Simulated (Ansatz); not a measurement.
## AlCu₃ (Pm-3m), one atom moved along a line

The calculation used Ansatz 0.2.0, DFT r2SCAN, scalar-relativistic, plane waves, PAW. Settings: plane waves to 500 eV, k-mesh 14×14×14 (Γ-centred), Gaussian smearing 0.15 eV. No spin polarisation. Energies are free energies at this smearing, counted from the undisturbed cell; pressure is positive in compression.

The undisturbed cell (relaxed at this level; it needn't be the usual structure):

```
Al Cu
1.0
     3.64182    0.00000    0.00000
     0.00000    3.64182    0.00000
     0.00000    0.00000    3.64182
Al Cu
1 3
Direct
  0.00000 0.00000 0.00000
  0.50000 0.50000 0.00000
  0.50000 0.00000 0.50000
  0.00000 0.50000 0.50000
```

Atom 1 (Al) is moved by x along the Cartesian unit vector (-1.000, 0.000, 0.000); the cell and all other atoms stay fixed. The cell is metallic on the mesh throughout.

| x (Å) | ΔE (meV/cell) |
| --- | --- |
| -0.3000 | 341.6 |
| -0.1500 | 84.0 |
| 0.0000 | 0.0 |
| 0.2250 | 190.4 |

(1) Predict the pressure (GPa) at each point.

## Answers

(1)
```
  x (Å) pressure (GPa)
-0.3000             3.4
-0.1500             0.9
 0.0000             0.0
 0.2250             1.9
```